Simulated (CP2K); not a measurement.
Crystal: Ti2C.

```
Ti C
1.0
     5.13200    0.00000    0.00000
     4.20692    2.93926    0.00000
     4.20692    1.32405    2.62414
Ti C
2 1
Direct
  0.75450 0.75450 0.75450
  0.24550 0.24550 0.24550
  0.50000 0.50000 0.50000
```

The cell comes from a database or a generator and needn't be the stable form of this composition.

Base run:

* Program: CP2K 2026.2
* Functional: TASK
* Potentials or basis: POTENTIAL_UZH Ti GTH-SCAN-q12, C GTH-SCAN-q4; TZVP-MOLOPT-SCAN-GTH basis
* Density cutoff: 9184 eV
* k mesh: 10 × 10 × 10
* Occupations: fermi-dirac, width 0.01 eV
* Spin: no spin polarisation

Its results: band gap on the k mesh none (metal or under the smearing width); pressure 6.9 GPa; largest force 0.103 eV/Å.

**Question.** The run is repeated on the same cell with these changes: functional from TASK to SCAN; ngrids from 5 to 4. What comes out?

**Answer.** Band gap on the k mesh none (metal or under the smearing width); pressure -0.6 GPa; largest force 0.334 eV/Å.

Caveats: the basis of atomic orbitals isn't converged, which shifts pressures, moduli and gaps; the potentials were made for another functional, which shifts forces and pressure (some runs).

Not every run made on this cell is shown here.
